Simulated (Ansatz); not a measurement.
# Preparing ZnO (P6_3mc) as a host crystal

Aim: the runs on the perfect crystal ZnO (P6_3mc) that a defect calculation needs first.

Main program and level: Ansatz 0.2.0; plane-wave PAW DFT, r2SCAN; relaxation of the host's cell and atoms; PAW set soft_1, in the first sound run; inputs show where later runs differ.

### Step 1. The starting structure

It takes space group P6_3mc (No. 186, hexagonal). Conventional cell: a = 3.237 Å, b = 3.237 Å, c = 5.222 Å, α = 90.00°, β = 90.00°, γ = 120.00°. Zn has 4 O at 1.97 to 1.98 Å nearest. Nearest to O lie 4 Zn at 1.97 to 1.98 Å. Farther neighbours and most contacts between anions are not listed.

### Step 2. Host cell relaxation

Lattice and positions are set free, within the symmetry that the program keeps.

Contents of cell/input.yaml:

```yaml
crystal:
  lattice:
    - [3.237351, 0.0, 0.0]
    - [-1.6186755, 2.8036282, 0.0]
    - [0.0, 0.0, 5.2220613]
  atoms:
    - { symbol: Zn, position: [0.66666667, 0.33333333, 0.5005917] }
    - { symbol: Zn, position: [0.33333333, 0.66666667, 0.0005917] }
    - { symbol: O, position: [0.66666667, 0.33333333, 0.8797183] }
    - { symbol: O, position: [0.33333333, 0.66666667, 0.3797183] }
basis:
  ecutwfc: 500
  xc_grid: 2
hamiltonian:
  xc: r2scan
  pseudopotentials: { kind: paw, azcp: { folder: soft_1 } }
kpoints:
  mp_grid: { grid: [10, 10, 6] }
scf:
  occupations: { method: fixed }
  max_iter: 100
relax:
  f_tol: 0.005
  max_steps: 60
  cell: {}
output:
  forces: true
  stress: true
checkpoint:
  write: "../cell.run"
  compress: false
  write_wavefunctions: false
  write_every: 100000
```

Launch:

```sh
ansatz run input.yaml --threads 32 --pin off --max-ram 84787MiB --backend cuda --events-out ev --progress --plain --runs-dir out --max-vram 78GiB
```

Numbers of over 12 decimals in the logs are rounded to 6 here.

Log:

```text
[... repeated set-up lines and file paths are left out, and long positions are rounded to six places ...]
Engine: ansatz 0.2.0, aarch64-unknown-linux-gnu
Pseudopotentials: kind: paw
Pseudopotential: Zn, paw, valence charge 12, recommended cutoff 500 eV (meta_gga), soft_1/Zn.paw.azcp
Pseudopotential: O, paw, valence charge 6, recommended cutoff 500 eV (meta_gga), soft_1/O.paw.azcp
Functional definition: r2SCAN
  parameter k0 = 0.174
  parameter k1 = 0.065
  parameter a1 = 4.9479
  exchange = r2scan_x(k0 = k0, k1 = k1, a1 = a1)
  correlation = r2scan_c
[...]
Crystal: 4 atoms, lattice volume = 47.397 Å³
Basis set: ecut = 500 eV, 1177 PW (Γ), exchange–correlation on 48×48×80 points (8 copies of the dense FFT grid, shifted against one another)
Bands: 22, of which v1, the nominal top of the filled ones, is band 18 counted from 1 (17 counted from 0)
Symmetry: 12 space group operations
Space group: P63mc (ITA 186), of the structure as read, at distance tolerance 3.6e-5 Å
k-points: 56 of 600 (time reversal used)
Non-local potential: Zn, projectors of the file, l = 0: 2, l = 1: 2, l = 2: 3, l = 3: 1
Non-local potential: O, projectors of the file, l = 0: 2, l = 1: 2, l = 2: 1
PAW form: soft (Blöchl's): semilocal exchange-correlation on the pseudo side does not see the compensation charge
PAW frozen core: Zn, regenerated for the run's functional (the file was generated under x = pbe(κ = 0.804, μ = 0.219515), c = pbe(β = 0.066725))
PAW frozen core: O, regenerated for the run's functional (the file was generated under x = pbe(κ = 0.804, μ = 0.219515), c = pbe(β = 0.066725))
PAW one-centre angular grid: Zn, 590 points (default); XC on 160 Gauss nodes
PAW one-centre angular grid: O, 302 points (default); XC on 160 Gauss nodes
Initial density: superposition of atomic densities (chi_scale 0.1, normalization cell, long waves kept (reshape's long-wave potential 0.00 eV rms))
Initial wavefunctions: pseudopotential atomic-orbital guess
[...]
Functional: x = r2scan, c = r2scan; τ floored in thin density (d = 2e-4 eV/Å³)
SCF iter   1: F=—  HF=-7790.854318 eV  |Δ(HF+E_count)|=         —  Δρ=1.24e-1  dr2=3.83e0  dr2_τ=8.62e-2  Hψ=5795
preconditioner: auto → Resta (q_TF=auto, 2.606 Å⁻¹)  ε∞=5.7  [insulator: Δε(μ)=1.673 eV  Ē_g=14.865 eV  n_scr=22 (ndim 8)  ℏωp=32.4 eV  f_vac=0.000  ε∞_Penn≈5.7]
SCF iter   2: F=—  HF=-7789.894420 eV  |Δ(HF+E_count)|=   9.60e-1  Δρ=3.01e-2  dr2=3.59e-1  dr2_τ=1.73e-2  Hψ=2858
[...]
SCF iter   9: F=-7789.864603 eV  HF=-7789.864603 eV  |Δ(HF+E_count)|=   1.92e-7  Δρ=7.76e-6  dr2=2.11e-8  dr2_τ=1.17e-9  Hψ=5592
SCF 1 converged in 9 iterations: F = -7789.864603 eV  dr2 = 2.11e-8
  greatest PAW one-centre occupation: 0.987 electrons in one spin orbital (limit 2), on the Zn atom at site 1 (counted from 0), in its partial waves of l = 2
relax step   1: F+E_penalty+E_count = -7789.86460267 eV  Δ(F+E_penalty+E_count) = +0.000e0 eV  max|allowed force component| = 6.085e-3 eV/Å  Δτ_max = 0.0000 Å  P = -0.498 GPa  Ω = 47.397 Å³  (9 SCF iters, dr2 threshold 1.00e-7 eV, accepted)
[... the SCF cycles and remarks between the steps are left out from here to the last step ...]
relax step   2: F+E_penalty+E_count = -7789.86489065 eV  Δ(F+E_penalty+E_count) = -2.880e-4 eV  max|allowed force component| = 6.223e-3 eV/Å  Δτ_max = 0.0004 Å  P = -0.235 GPa  Ω = 47.313 Å³  energy of the carried Pulay correction = +8.119e-5 eV  (4 SCF iters, dr2 threshold 4.00e-7 eV, accepted)
relax step   3: F+E_penalty+E_count = -7789.86502876 eV  Δ(F+E_penalty+E_count) = -1.381e-4 eV  max|allowed force component| = 4.030e-3 eV/Å  Δτ_max = 0.0005 Å  P = +0.006 GPa  Ω = 47.236 Å³  energy of the carried Pulay correction = +1.552e-4 eV  (5 SCF iters, dr2 threshold 1.38e-7 eV, accepted)
[...]
iter 1 solved again at ethr=1.13e-7 eV; its pass at ethr=3.10e-3 eV (dr2=4.05e-5 eV) is discarded
SCF iter   1: F=—  HF=-7789.864732 eV  |Δ(HF+E_count)|=         —  Δρ=2.14e-5  dr2=8.55e-8  dr2_τ=2.85e-8  Hψ=9381
[...]
SCF iter   2: F=—  HF=-7789.864841 eV  |Δ(HF+E_count)|=   1.08e-4  Δρ=1.48e-5  dr2=3.94e-8  dr2_τ=2.81e-9  Hψ=2292
SCF iter   3: F=—  HF=-7789.864841 eV  |Δ(HF+E_count)|=   1.30e-9  Δρ=2.55e-6  dr2=1.34e-9  dr2_τ=4.12e-10  Hψ=1977
SCF iter   4: F=—  HF=-7789.864841 eV  |Δ(HF+E_count)|=   2.51e-9  Δρ=1.02e-6  dr2=3.87e-10  dr2_τ=4.37e-11  Hψ=2128
SCF iter   5: F=—  HF=-7789.864841 eV  |Δ(HF+E_count)|=  2.02e-10  Δρ=6.17e-7  dr2=1.36e-10  dr2_τ=5.83e-12  Hψ=2127
SCF iter   6: F=-7789.864841 eV  HF=-7789.864841 eV  |Δ(HF+E_count)|=  1.29e-10  Δρ=1.91e-7  dr2=1.95e-11  dr2_τ=6.31e-13  Hψ=7044
SCF 4 converged in 6 iterations: F = -7789.864841 eV  dr2 = 1.95e-11
relax step   4: F+E_penalty+E_count = -7789.86484074 eV  Δ(F+E_penalty+E_count) = +1.880e-4 eV  max|allowed force component| = 4.052e-3 eV/Å  Δτ_max = 0.0000 Å  P = +0.006 GPa  Ω = 47.236 Å³  stress off target by 2.33e-2 GPa  SCF on the basis re-selected at this cell (its energy is not comparable with the rows above)  (6 SCF iters)
basis re-selected at this cell: Δ(F+E_penalty+E_count) = +1.880e-4 eV, ΔP = -0.000 GPa vs the last step (what re-selecting the basis moved, of the pressure what is left beyond the Pulay correction that the steps carried, after the strain that the cell walked [...]
SCF converged after 6 iterations
Free energy (F): -7789.864841 eV
Harris-Foulkes:  -7789.864841 eV  (|F-HF|=1.82e-12)
Internal energy: -7789.864841 eV  (E = F + TS)
E sigma→0 (E₀):  -7789.864841 eV
Fermi energy:    6.918175 eV
--- Per-component energies (eV) ---
  E_band       = 47.846821
  E_kinetic    = 629.975706
  E_local      = -4446.295322  (includes V_loc(G=0)·N_el)
  E_nonlocal   = 1767.647354
  E_hartree    = 1676.904727
  E_xc         = -280.241608
  E_vxc        = -304.725094  (∫ρ·V_xc dr)
  E_paw        = -4167.118773  (= ΣΔE_a)
  E_vpaw       = -970.513409  (= ΣTr[D̂ρ^β])
  E_aug_tail   = 0.000657  (compensation charges beyond the density's cutoff)
  E_vtau       = 17.947538  (kinetic-family band-sum trace: ∫τ·v_τ [+ j·A + Jᵃ·Aᵃ] dr)
  E_ewald      = -2970.308465
  E_core_change = -0.429116  (= ΣΔE_core)
  E_smearing   = -0.000000  (= −TS)
  E_closure    = -0.000000  (closes the sum)
  Σ components = -7789.864841   (vs F -7789.864841, Δ=0.00e0)
--- Forces (eV/Å), atoms counted from 1 ---
  atom   1  Zn     0.00000000     0.00000000    -0.00369246
  atom   2  Zn     0.00000000    -0.00000000    -0.00369246
  atom   3  O      0.00000000    -0.00000000     0.00441084
  atom   4  O     -0.00000000     0.00000000     0.00441084
  max |Σ_I F_I| component: 1.44e-3 eV/Å
--- Stress (GPa, compression-positive) ---
       -0.002171      -0.000000      -0.000000
        0.000000      -0.002171      -0.000000
       -0.000000      -0.000000       0.023265
  P = ⅓ Tr σ = 0.0063 GPa (0.063 kbar)
--- Band table (eV; the first three rows and the last of 56) ---
  k-point 0: bands = ["-12.2228", "-11.5049", "1.0669", "1.0669", "1.1205", "1.1882", "1.2735", "1.2735", "2.3282", "2.3282", "2.5355", [... rest cut ...]
  k-point 1: bands = ["-12.1770", "-11.5556", "1.0685", "1.0720", "1.0748", "1.0748", "1.2529", "1.2529", "2.3470", "2.3470", "2.5274", [... rest cut ...]
--- Relaxed structure (3 steps of the walk, 3 accepted, 1 SCFs on fresh bases) ---
  F+E_penalty+E_count = -7789.86484074 eV   max|allowed force component| = 4.052e-3 eV/Å   (the final SCF, on the basis selected at the relaxed cell)
  cell:  # Å, volume = 47.2360 Å³
    - [3.234895, 0.0, 0]
    - [-1.617448, 2.801502, 0]
    - [0.0, 0, 5.212208]
  atoms:
    - { symbol: Zn, position: [0.666667, 0.333333, 0.500418] }
    - { symbol: Zn, position: [0.333333, 0.666667, 0.000418] }
    - { symbol: O, position: [0.666667, 0.333333, 0.879892] }
    - { symbol: O, position: [0.333333, 0.666667, 0.379892] }
```

Elapsed: 3.1 s, on 1 × NVIDIA GB200 with 32 threads of Arm Neoverse V2, shared host; peak memory 1 GiB.

The steps of the relaxation:

| step | energy less that of the first step (eV) | largest force component (eV/Å) | pressure (GPa) | volume (Å³) |
| --- | --- | --- | --- | --- |
| 1 | 0.0000 | 0.0061 | -0.50 | 47.40 |
| 2 | -0.0003 | 0.0062 | -0.23 | 47.31 |
| 3 | -0.0004 | 0.0040 | 0.01 | 47.24 |
| 4* | -0.0002 | 0.0041 | 0.01 | 47.24 |

Relaxation steps marked * repeat the geometry before them on a plane-wave basis chosen anew for their cell, so energy and pressure can jump there.

The run keeps the 12 symmetry operations that it works with, so distortions that break them were not tested.

| conventional cell, symmetrised | before | after | change |
| --- | --- | --- | --- |
| a (Å) | 3.237 | 3.235 | -0.1 % |
| b (Å) | 3.237 | 3.235 | -0.1 % |
| c (Å) | 5.222 | 5.212 | -0.2 % |
| volume (Å³/atom) | 11.85 | 11.81 | -0.3 % |

The relaxed structure:

```xyz
4
Lattice="3.2349 0.0000 0.0000 -1.6174 2.8015 0.0000 0.0000 0.0000 5.2122" Properties=species:S:1:pos:R:3 pbc="T T T"
Zn    1.6175    0.9338    2.6083
Zn    0.0000    1.8677    0.0022
O     1.6175    0.9338    4.5862
O     0.0000    1.8677    1.9801
```

This step gave:

| Item | Value |
| --- | --- |
| pressure | 0.006307 GPa |

The cell shrank by 0.3 % in volume.

### Step 3. Dielectric tensors of the host

The response to a uniform electric field gives the electronic dielectric tensor.

This step: plane-wave PAW DFPT, PBEsol; dielectric tensors, Born charges and zone-centre modes of the host; PAW set soft_1 (Ansatz 0.2.0).

Contents of eps/input.yaml:

```yaml
crystal:
  lattice:
    - [3.2348953597, 0.0, 0.0]
    - [-1.6174476799, 2.8015015601, 0.0]
    - [0.0, 0.0, 5.2122082498]
  atoms:
    - { symbol: Zn, position: [0.6666666667, 0.3333333333, 0.5004175113] }
    - { symbol: Zn, position: [0.3333333333, 0.6666666667, 0.0004175113] }
    - { symbol: O, position: [0.6666666667, 0.3333333333, 0.8798924887] }
    - { symbol: O, position: [0.3333333333, 0.6666666667, 0.3798924887] }
basis:
  ecutwfc: 420
hamiltonian:
  xc: pbesol
  pseudopotentials: { kind: paw, azcp: { folder: soft_1 }, xc_functional: pbe }
kpoints:
  mp_grid: { grid: [9, 9, 5] }
scf:
  occupations: { method: fixed }
  max_iter: 100
phonons:
  method: dfpt
  dielectric: true
  rigid_motions: translations
```

Log:

```text
[...]
Crystal: 4 atoms, lattice volume = 47.236 Å³
Basis set: ecut = 420 eV, 941 PW (Γ), exchange–correlation on 48×48×72 points (8 copies of the dense FFT grid, shifted against one another)
Bands: 22, of which v1, the nominal top of the filled ones, is band 18 counted from 1 (17 counted from 0)
Symmetry: 12 space group operations
k-points: 115 of 405 (irreducible under 2 space group operations, time reversal used)
[...]
SCF iter   1: F=—  HF=-7685.185201 eV  |Δ(HF+E_count)|=         —  Δρ=1.10e-1  dr2=3.03e0  Hψ=11917
[...]
SCF iter   2: F=—  HF=-7684.362580 eV  |Δ(HF+E_count)|=   8.23e-1  Δρ=2.22e-2  dr2=2.12e-1  Hψ=5756
[...]
SCF iter  11: F=-7684.261888 eV  HF=-7684.261888 eV  |Δ(HF+E_count)|=  2.80e-10  Δρ=2.58e-7  dr2=2.54e-11  Hψ=15663
SCF 1 converged in 11 iterations: F = -7684.261888 eV  dr2 = 2.54e-11
[...]
the response reads at least the filled bands of the reference SCF and the lowest empty band at each k-point, and that SCF's band table does not vouch for those bands. The notice of the band table in this run's record says why
[...]
NSCF: frozen V_eff on 1 k-points
[...]
NSCF: frozen V_eff on 36 k-points, pencils in batches of 32, up to order 88
[...]
DFPT response loops at q = (0, 0, 0) (fractional): preconditioner auto → Resta (q_TF=auto, 2.608 Å⁻¹)  ε∞=9.3 (no band partly filled); β = 1.00, the filter's whole step (`scf.mixing.beta` (0.50) is not read by the response loops at its default; [...]
[...]
DFPT response loops at Γ: preconditioner auto → Resta (q_TF=auto, 2.608 Å⁻¹)  ε∞=9.3 (no band partly filled); β = 1.00, the filter's whole step (`scf.mixing.beta` (0.50) is not read by the response loops at its default; [...]
── the response to a field inside a basis, on 14×14×8 k-points: an SCF that follows is theirs, and a resumed run solves both again ──
[...]
Bands: 19, of which v1, the nominal top of the filled ones, is band 18 counted from 1 (17 counted from 0)
k-points: 224
[...]
Eigensolver: Dense (224 Hₖ)
SCF iter   1: F=—  HF=-7684.261032 eV  |Δ(HF+E_count)|=         —  Δρ=4.01e-4  dr2=1.54e-5
[...]
SCF iter   5: F=-7684.261030 eV  HF=-7684.261030 eV  |Δ(HF+E_count)|=   9.60e-8  Δρ=1.30e-5  dr2=3.27e-8
SCF 1 converged in 5 iterations: F = -7684.261030 eV  dr2 = 3.27e-8
[...]
WARN: field response: ε∞ stands inside a basis, on 14×14×8 points; [...]
SCF converged after 11 iterations
Free energy (F): -7684.261888 eV
[...]
Internal energy: -7684.261888 eV  (E = F + TS)
E sigma→0 (E₀):  -7684.261888 eV
Fermi energy:    7.140223 eV
[...]
--- Band table (eV; the first three rows and the last of 115) ---
[...]
--- Phonons (Γ-DFPT): 4 representative perturbations + reference (Σ response iterations 24) ---
  k mesh reduced under 2 symmetry operations, with k and −k counted as one. Each operation leaves every solved perturbation unchanged. A smaller set is not considered because the run solves the response to a homogeneous field
  ASR residual: 2.055e-4 → 0.000e0 eV/Å²; symmetrization residual: 2.175e-9 eV/Å²
  ASR residual per site (eV/Å²): 8.71e-5 8.71e-5 2.05e-4 2.05e-4
  Γ frequencies (cm⁻¹): 0.00 0.00 0.00 88.84 88.84 250.56 366.77 387.32 387.32 419.01 419.01 528.47
  ε∞ (high-frequency dielectric tensor):
        5.303922     0.000000    -0.000000
        0.000000     5.303922     0.000000
       -0.000000     0.000000     5.342954
  ε⁰ (static dielectric tensor: ions relaxed, cell fixed):
       10.108048     0.000000    -0.000000
        0.000000    10.108048    -0.000000
       -0.000000    -0.000000    10.971661
  ε⁰ − ε∞ (ionic part):
        4.804126    -0.000000    -0.000000
       -0.000000     4.804126    -0.000000
       -0.000000    -0.000000     5.628707
  softest optical mode at Γ: 88.84 cm⁻¹; the repairs (sum rule, projections) moved no ω² at Γ by more than (1.87 cm⁻¹)²
  Born effective charges Z* (e; rows j = field, columns β = displacement):
    site 0:
         2.10864   -0.00000   -0.00000
         0.00000    2.10864    0.00000
        -0.00000    0.00000    2.16135
    site 1:
         2.10864   -0.00000   -0.00000
         0.00000    2.10864   -0.00000
        -0.00000   -0.00000    2.16135
    site 2:
        -2.10864    0.00000    0.00000
        -0.00000   -2.10864   -0.00000
         0.00000    0.00000   -2.16135
    site 3:
        -2.10864    0.00000    0.00000
        -0.00000   -2.10864   -0.00000
         0.00000   -0.00000   -2.16135
  Z* charge neutrality: 1.723e-3 e pre-enforcement
  solved inside a basis spanned on kpoints, on 14×14×8 k-points transformed towards the longest dipole: ε∞ is read to err by 1.7e-2, Z* by 1.3e-2 e (field_mesh: kpoints solves on kpoints); Z* is corrected for what the basis lacks
  optical modes at Γ without the LO–TO term, one row a degenerate level:
      ω (cm⁻¹)  modes    IR ((D/Å)²/amu)
         88.84      2             0.0000
        250.56      1             0.0000
        366.77      1            16.7694
        387.32      2            31.9230
        419.01      2             0.0000
        528.47      1             0.0000
  optical modes at Γ + LO–TO along q̂ = [1.0000, 0.0000, 0.0000]:
      ω (cm⁻¹)  modes    IR ((D/Å)²/amu)
         88.84      2             0.0000
        250.56      1             0.0000
        366.77      1            16.7694
        387.32      1            15.9615
        419.01      2             0.0000
        528.47      1             0.0000
        534.70      1            15.9615
  optical modes at Γ + LO–TO along q̂ = [0.0000, 1.0000, 0.0000]:
      ω (cm⁻¹)  modes    IR ((D/Å)²/amu)
         88.84      2             0.0000
        250.56      1             0.0000
        366.77      1            16.7694
        387.32      1            15.9615
        419.01      2             0.0000
        528.47      1             0.0000
        534.70      1            15.9615
  optical modes at Γ + LO–TO along q̂ = [0.0000, 0.0000, 1.0000]:
      ω (cm⁻¹)  modes    IR ((D/Å)²/amu)
         88.84      2             0.0000
        250.56      1             0.0000
        387.32      2            31.9230
        419.01      2             0.0000
        525.58      1            16.7694
        528.47      1             0.0000
```

Wall time 11 s (1 × NVIDIA GB200 with 32 threads); peak memory 2.4 GiB.

Electronic dielectric tensor:

```
5.30 0.00 0.00
0.00 5.30 0.00
0.00 0.00 5.34
```

Static dielectric tensor:

```
10.11  0.00  0.00
 0.00 10.11  0.00
 0.00  0.00 10.97
```

The principal values of the electronic dielectric tensor are 5.30, 5.30 and 5.34. The principal values of the static dielectric tensor are 10.11, 10.11 and 10.97.

(Continued in part 2 of 3.)

[Logs are printed without paths, hosts, clocks, repeated set-up lines and the standing remarks that a program may print on its own settings, such as how far it seeks lower states.]

[Hosts, paths, dates, database ids (printed as entryN), source tags and the programs' standing remarks are cut or masked in the printed files.]

[Runs of the host that timed out are not shown.]

[For some hosts the program warned that the k-mesh of the response run may be too coarse for force constants and the static dielectric constant; such warnings are not always shown.]
